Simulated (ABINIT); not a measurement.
# Si2W (I4/mmm) in ABINIT: notebook, part 2 of 2

ABINIT 10.8.3 (patched build). The steps go on from the part before.

## (3) Band structure, LDA

Input file run.abi:

```
# Datasets: ground state, then fixed potential
ndtset 2

# Pseudopotentials
pp_dirpath "./"
pseudos "W.LDA_PW-JTH.xml, Si.LDA_PW-JTH.xml"

# Structure
acell 3*1.0 Angstrom
rprim
    -1.6069000000     1.6069000000     3.9149500000
     1.6069000000    -1.6069000000     3.9149500000
     1.6069000000     1.6069000000    -3.9149500000
ntypat 2
znucl 74 14
natom 3
typat 1 2 2
xcart
     0.0000000000     0.0000000000     0.0000000000
     0.0000000000     0.0000000000     9.8440226878
     0.0000000000     0.0000000000     4.9523438954

# Plane-wave basis
ecut 15.0
pawecutdg 30.0

# Exchange and correlation
ixc 7

# Bands and occupations
occopt 3
tsmear 0.00183747

# SCF cycle
nstep 100

# Output
iomode 3
prtwf 0
prteig 0
prtebands 0
enunit 1
prtden1 1
prtvha1 1
prtvclmb1 1
prtpot1 1

# Dataset 1
kptopt1 1
ngkpt1 12 12 12
nshiftk1 1
shiftk1 0.0 0.0 0.0
nband1 15
tolvrs1 1.0e-9

# Dataset 2: bands along G-X-Y-S-G-Z-S1-N-P-Y1-Z
iscf2 -2
getden2 1
nband2 21
nbdbuf2 4
tolwfr2 1.0e-11
kptopt2 -10
ndivsm2 6
prteig2 1
prtvol2 -3
kptbounds2
     0.0000000000     0.0000000000     0.0000000000
     0.0000000000     0.0000000000     0.5000000000
    -0.0842355210     0.0842355210     0.5000000000
    -0.2921177605     0.2921177605     0.2921177605
     0.0000000000     0.0000000000     0.0000000000
     0.5000000000     0.5000000000    -0.5000000000
     0.2921177605     0.7078822395    -0.2921177605
     0.0000000000     0.5000000000     0.0000000000
     0.2500000000     0.2500000000     0.2500000000
     0.5000000000     0.5000000000    -0.0842355210
     0.5000000000     0.5000000000    -0.5000000000
```

Potentials or basis: JTH PAW LDA v2.0.

Run with:

```
$ abinit run.abi > log 2>&1
```

run.abo:

```text
.Version 10.8.3 of ABINIT
 DATASET    1 : space group I4/m m m (#139); Bravais tI (body-center tetrag.)
================================================================================
 Values of the parameters that define the memory need for DATASET  1.
     intxc =       0    ionmov =       0      iscf =      17    lmnmax =      18
     lnmax =       6     mgfft =      30  mpssoang =       3    mqgrid =    3001
     natom =       3  nloc_mem =       2    nspden =       1   nspinor =       1
    nsppol =       1      nsym =      16    n1xccc =       1    ntypat =       2
    occopt =       3   xclevel =       1
       mpw =         776          nfft =       27000          nkpt =         163
 PAW method is used; the additional fine FFT grid is defined by:
   mgfftf=        45    nfftf =     91125
================================================================================
================================================================================

 DATASET    2 : space group I4/m m m (#139); Bravais tI (body-center tetrag.)
================================================================================
 Values of the parameters that define the memory need for DATASET  2.
     intxc =       0    ionmov =       0      iscf =      -2    lmnmax =      18
     lnmax =       6     mgfft =      30  mpssoang =       3    mqgrid =    3001
     natom =       3  nloc_mem =       2    nspden =       1   nspinor =       1
    nsppol =       1      nsym =      16    n1xccc =       1    ntypat =       2
    occopt =       3   xclevel =       1
       mpw =         783          nfft =       27000          nkpt =         213
[... 2927 lines left out ...]
 -63.09335  -27.34961  -27.31792  -27.31787   -0.97649   -0.21083    6.88594    8.09472
   9.90443    9.95624   10.21159   10.23419   11.57293   15.28489   15.56540   17.04213
  18.28123   19.70635   19.97944   20.07716   20.15602
 kpt# 212, nband= 21, wtk=  1.00000, kpt=  0.5000  0.5000 -0.4861 (reduced coord)
 -63.09348  -27.35000  -27.31693  -27.31689   -0.98844   -0.23204    6.90514    8.15942
   9.92676    9.94005   10.23418   10.23985   11.53686   15.24709   15.50655   17.03340
  18.55430   19.66527   19.81024   20.18558   20.23132
 kpt# 213, nband= 21, wtk=  1.00000, kpt=  0.5000  0.5000 -0.5000 (reduced coord)
 -63.09351  -27.35011  -27.31653  -27.31653   -0.99241   -0.23912    6.91161    8.18138
   9.93459    9.93459   10.24177   10.24177   11.52414   15.23443   15.48686   17.03059
  18.68886   19.65140   19.65140   20.30462   20.32621

== END DATASET(S) ==============================================================
================================================================================

 -outvars: echo values of variables after computation  --------
            acell      1.8897261259E+00  1.8897261259E+00  1.8897261259E+00 Bohr
           etotal1    -7.7423841590E+01
            fcart1     6.9275825557E-31 -7.2280144832E-20  4.2651600999E-31
                       9.2202785281E-20  1.9922640449E-20 -9.6207950450E-04
                      -9.2202785282E-20  5.2357504383E-20  9.6207950450E-04
            rprim     -1.6069000000E+00  1.6069000000E+00  3.9149500000E+00
                       1.6069000000E+00 -1.6069000000E+00  3.9149500000E+00
                       1.6069000000E+00  1.6069000000E+00 -3.9149500000E+00
           strten1     2.1738366504E-04  2.1738366504E-04  2.1894408811E-04
                       0.0000000000E+00  0.0000000000E+00  0.0000000000E+00
           xangst      0.0000000000E+00  0.0000000000E+00  0.0000000000E+00
                      -3.1604014659E-18  3.1604014659E-18  5.2092324691E+00
                      -2.5139674271E-17  2.5139674271E-17  2.6206675309E+00
             xred      0.0000000000E+00  0.0000000000E+00  0.0000000000E+00
                       6.6529999989E-01  6.6529999989E-01  0.0000000000E+00
                       3.3470000011E-01  3.3470000011E-01  0.0000000000E+00
 Calculation completed.
```

Run time: 5.1 min. Hardware: 1 thread of Arm Neoverse V1, shared host; peak memory 0.15 GiB.

Results:

```yaml
Free_energy: -2106.8101 eV
Largest_force: 0.049 eV/Å
Band_gap_on_the_k_mesh: none (metal or under the smearing width)
Valence_electrons_inside_the_program's_atomic_spheres: W 11.89; Si 1.57
```

Forces in eV/Å, atoms in the order of the input:
```
W    0.000  0.000  0.000
Si   0.000  0.000 -0.049
Si   0.000  0.000  0.049
```

Levels at the corners of the path, in eV from the Fermi level:
```
point  band 7  band 8  band 9  band 10  band 11  band 12  band 13  band 14  band 15  band 16
    Γ   -3.74   -3.35   -2.85    -2.85     0.59     2.72     3.09     3.11     3.11     4.58
    X   -5.94   -5.51   -5.00    -3.25    -1.69     2.80     2.88     3.06     3.91     4.46
    Y   -5.83   -5.11   -4.08    -3.11    -2.28     1.96     2.09     2.98     5.16     5.43
    S   -7.74   -3.06   -2.71    -2.46    -0.33     1.79     2.53     3.59     4.36     4.44
    Γ   -3.74   -3.35   -2.85    -2.85     0.59     2.72     3.09     3.11     3.11     4.58
    Z   -3.85   -2.58   -0.83    -0.83    -0.52    -0.52     0.76     4.47     4.72     6.27
   S1   -7.74   -3.06   -2.71    -2.46    -0.33     1.79     2.53     3.59     4.36     4.44
    N   -5.74   -4.80   -2.80    -2.78    -0.44     2.62     2.80     3.96     4.34     5.21
    P   -6.54   -6.54   -3.00    -2.39    -2.39     0.03     2.88     3.55     4.16     4.16
   Y1   -5.83   -5.11   -4.08    -3.11    -2.28     1.96     2.09     2.98     5.16     5.43
    Z   -3.85   -2.58   -0.83    -0.83    -0.52    -0.52     0.76     4.47     4.72     6.27
```

Caveat: spin-orbit coupling is left out, which moves the levels of the heavy elements.
